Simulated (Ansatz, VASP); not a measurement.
In: VASP beside Ansatz

```
In
1.0
    -1.90661    1.90661    1.90661
     1.90661   -1.90661    1.90661
     1.90661    1.90661   -1.90661
In
1
Direct
  0.00000 0.00000 0.00000
```

Alike in both runs: functional PBE; k mesh 14 × 14 × 14; occupations gaussian, width 0.1 eV; no spin polarisation.

Ansatz relaxed the structure, and its values are those at the end. VASP's run is a single point on that final structure, the one shown.

|  | VASP | Ansatz |
| --- | --- | --- |
| version | VASP 6.6.1 | Ansatz 0.2.0 |
| potentials or method | VASP PAW PBE potentials, release 64 (In_d) | scalar-relativistic, plane waves, PAW |
| plane-wave cutoff (eV) | 520 | 420 |
| valence electrons in the cell | 13 | 13 |

|  | VASP | Ansatz | Ansatz less VASP |
| --- | --- | --- | --- |
| gap on the k mesh at the Fermi level (eV) | none | none | - |
| pressure (GPa) | 0.0 | 0.0 | +0.02 |

A gap of «none» marks a metal or a gap that the smearing closes.
